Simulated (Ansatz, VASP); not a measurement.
# One calculation of Sb, two programs

Contents of INCAR:

```
ALGO = Normal
EDIFF = 1E-8
ENCUT = 520
GGA = PS
ISIF = 2
ISMEAR = -1
LASPH = T
LCHARG = F
LEFG = T
LREAL = F
LWAVE = F
NBANDS = 8
NELM = 100
PREC = Accurate
SIGMA = 0.03
```

KPOINTS

```
k-points
0
Gamma
  14 14 14
```

The input POSCAR:

```
Sb
1.0
    0.0000000000      2.2579459806      2.2579459806
    2.2579459806      0.0000000000      2.2579459806
    2.2579459806      2.2579459806      0.0000000000
Sb
1
Direct
    0.0000000000      0.0000000000      0.0000000000
```

Input for Ansatz:

```yaml
crystal:
  lattice:
    - [0.0, 2.2579459806, 2.2579459806]
    - [2.2579459806, 0.0, 2.2579459806]
    - [2.2579459806, 2.2579459806, 0.0]
  atoms:
    - { symbol: Sb, position: [0.0, 0.0, 0.0] }
kpoints:
  mp_grid: { grid: [14, 14, 14] }
scf:
  occupations: { method: fermi_dirac, width: 0.03 }
hamiltonian:
  xc: pbesol
  pseudopotentials: { kind: all_electron, datasets: crystal }
output:
  forces: true
  stress: true
  eigenvalues: true
  efg: { contact_densities: true }
```

Change from the starting cell: volume scaled by 0.94, crystal datasets.

Alike in both runs: task electric field gradients; functional PBEsol; k mesh 14 × 14 × 14; occupations fermi-dirac, width 0.03 eV; no spin polarisation.

```csv
,VASP,Ansatz
version,VASP 6.6.1,Ansatz 0.2.0
potentials or method,"VASP PAW PBE potentials, release 64 (Sb)","all-electron PAW with datasets made for the crystal, scalar-relativistic"
plane-wave cutoff (eV),520,see its input
```

```tsv
	VASP	Ansatz	Ansatz less VASP
pressure (GPa)	11.7	11.6	-0.12
Vzz of the field gradient on the site that differs most (V/Å²)	0.0	0.0	0.00
```

Ansatz ran all-electron here, so the differences hold the error of VASP's frozen core and of both bases. Ansatz warned: «gradients_without_spin_orbit».

Caveats: the PAW data sets were made with another functional, which shifts forces and pressure a little (VASP). Spin-orbit coupling is left out, which matters for the levels of Sb.
